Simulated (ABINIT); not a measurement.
Crystal: GaN.

```
CELL_PARAMETERS angstrom
0.00000 2.25350 2.25350
2.25350 0.00000 2.25350
2.25350 2.25350 0.00000
ATOMIC_POSITIONS crystal
Ga 0.00000 0.00000 0.00000
N 0.25000 0.25000 0.25000
```

The cell is a database's computed one.

Base run:

```yaml
Program: ABINIT 10.8.3 (patched build)
Functional: PBE0
Potentials_or_basis: SPMS NC PBE v1.0
Cutoff: 952 eV
k_mesh: 6 × 6 × 6
Occupations: fermi-dirac, width 0.05 eV
Spin: no spin polarisation
```

Its results: band gap on the k mesh 2.15 eV, direct.

**Question.** After a change of settings the same cell gave: band gap on the k mesh 4.55 eV, direct. Which change was it?
A. share of exact exchange from 0.05 to 0.15
B. functional from PBE0 to PBE-EpsX
C. share of exact exchange from 0.05 to 0.25
D. share of exact exchange from 0.05 to 0.35

**Answer.** D.

Caveats: exact exchange is summed on a coarse mesh, which widens gaps by tenths of an eV.
